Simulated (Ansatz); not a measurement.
```
CELL_PARAMETERS angstrom
      0.00000     3.05751     3.05751
      3.05751     0.00000     3.05751
      3.05751     3.05751     0.00000
ATOMIC_POSITIONS crystal
  Te 0.25000 0.25000 0.25000
  Zn 0.00000 0.00000 0.00000
```

 Spin-orbit coupling is not included.

List the harmonic phonon frequencies (cm⁻¹; finite displacements on a 6×6×6 mesh, r2SCAN in Ansatz, a program for electronic structure, k mesh 6×6×6) at q = (0.000, 0.167, -0.333), (0.000, 0.333, 0.333), (0.000, 0.333, -0.333), in fractions of this cell's reciprocal vectors. At Γ leave out the LO-TO shift.


- (0.000, 0.167, -0.333): 49, 65, 119, 171, 172, 183
- (0.000, 0.333, 0.333): 55, 55, 116, 171, 171, 191
- (0.000, 0.333, -0.333): 56, 80, 128, 164, 171, 182
